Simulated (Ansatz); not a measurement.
## Au: from a trial structure to a relaxed crystal

The calculation used Ansatz, DFT PBE, scalar-relativistic, plane waves, PAW. Cutoff 420 eV, Γ-centred k mesh, Gaussian smearing, no spin polarisation in the final step.

The start puts Au on the simple hexagonal structure type (P6/mmm, No. 191), at a guessed volume.

```xyz
1
Lattice="2.8352 0.0000 0.0000 -1.4176 2.4554 0.0000 0.0000 0.0000 2.6491" Properties=species:S:1:pos:R:3 pbc="T T T"
Au    0.0000    0.0000    0.0000
```

Cell and atoms relax at zero pressure; the relaxation can't lower the symmetry of the start. After a coarse first stage the cell is made exact in the group found at 0.06 Å.

Energies count from the standard state of Au at the same level.

(1) What does it relax into?

(2) What are its volume, energy, density and gap?

## Answers

(1) It keeps P6/mmm (No. 191). The result has the simple hexagonal structure. Conventional cell: a = 2.824 Å, c = 2.802 Å. Au has 8 Au at 2.80–2.82 Å.

```xyz
1
Lattice="2.8238 0.0000 0.0000 -1.4119 2.4454 0.0000 0.0000 0.0000 2.8025" Properties=species:S:1:pos:R:3 pbc="T T T"
Au    0.0000    0.0000    0.0000
```

(2) The volume per atom is 19.35 Å³ and the density is 16.90 g/cm³. The energy over the standard structure is 0.07 eV/atom. The gap on the 18×18×16 mesh is 0 eV (a metal).

The final run used a 18×18×16 mesh on its 1-atom cell and 0.10 eV smearing. For metals, differences of a few meV/atom aren't resolved. Spin–orbit coupling is left out. A structure relaxed within its symmetry needn't be a true minimum.